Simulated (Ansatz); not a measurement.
Na:

```xyz
1
Lattice="-2.1410 2.1410 2.1410 2.1410 -2.1410 2.1410 2.1410 2.1410 -2.1410" Properties=species:S:1:pos:R:3 pbc="T T T"
Na    0.0000    0.0000    0.0000
```

Base run:

| Property | Result |
| --- | --- |
| Program | Ansatz 0.2.0 |
| Functional | LDA |
| Potentials or basis | all-electron LAPW, scalar-relativistic |
| Cutoff | 75 eV (chosen from the basis error) |
| Basis error allowed | 0.001 eV/atom |
| k mesh | 9 × 9 × 9 |
| Occupations | gaussian, width 0.05 eV |
| Spin | no spin polarisation |

Its results: pressure -1.1 GPa.

**Question.** The run is repeated on the same cell with these changes: functional from LDA to RPBE; occupations from gaussian, width 0.05 eV to gaussian, width 0.02 eV. What comes out?

**Answer.** Pressure 0.0 GPa.
